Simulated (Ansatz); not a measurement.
An 8-atom cell of ZnS (P6_3mc) from a materials database, relaxed with r2SCAN. It is hexagonal, P6_3mc (No. 186); a = 3.808 Å, c = 12.466 Å in the conventional setting, 19.56 Å³ an atom. Zn has 4 S at 2.33–2.34 Å; Zn has 4 S at 2.33 Å; S has 4 Zn at 2.33–2.34 Å; S has 4 Zn at 2.33 Å.

```
Zn S
1.0
     3.80764    0.00000    0.00000
    -1.90382    3.29751    0.00000
     0.00000    0.00000   12.46590
Zn S
4 4
Direct
  0.66667 0.33333 0.75007
  0.33333 0.66667 0.25007
  0.00000 0.00000 0.50010
  0.00000 0.00000 0.00010
  0.66667 0.33333 0.93759
  0.33333 0.66667 0.43759
  0.00000 0.00000 0.68724
  0.00000 0.00000 0.18724
```

The questions ask for values computed with the PAW code Ansatz on this geometry. No spin polarisation and no zero-point or thermal motion.

Given (12×12×2 mesh): PBE gives a direct gap of 2.18 eV at Γ.

Problem. Estimate the gap with r2SCAN on 12×12×2.

Solution. With r2SCAN the gap is 2.74 eV and direct, at Γ. The gap differs by +0.56 eV from PBE's.

Problem. How does the gap change from PBE to HSE06 (6×6×2)?

Solution. The HSE06 gap is direct at Γ: 3.41 eV. The gap differs by +1.23 eV from PBE's.

Problem. Estimate the gap with DDH-PBE0 on 6×6×2.

Solution. DDH-PBE0 gives a direct gap of 3.45 eV at Γ. The share of exact exchange is 0.170. The gap differs by +1.27 eV from PBE's.

Problem. How does the gap change from PBE to PBE0 (6×6×2)?

Solution. PBE0 gives a direct gap of 4.08 eV at Γ. The gap differs by +1.90 eV from PBE's.

Problem. What are ε∞ and the Born charges with r2SCAN?

Solution. The electronic dielectric tensor ε∞ is 5.39 along x and y, 5.45 along z. Born charges, averaged over directions: Zn +1.98, S -1.98 e.

Problem. What do these levels agree on?

Solution. r2SCAN covers 46 % of the step from PBE to HSE06. All these functionals give a gap of the same kind, direct.

The meshes of the hybrids are coarse, so their gaps aren't converged to the digits shown.
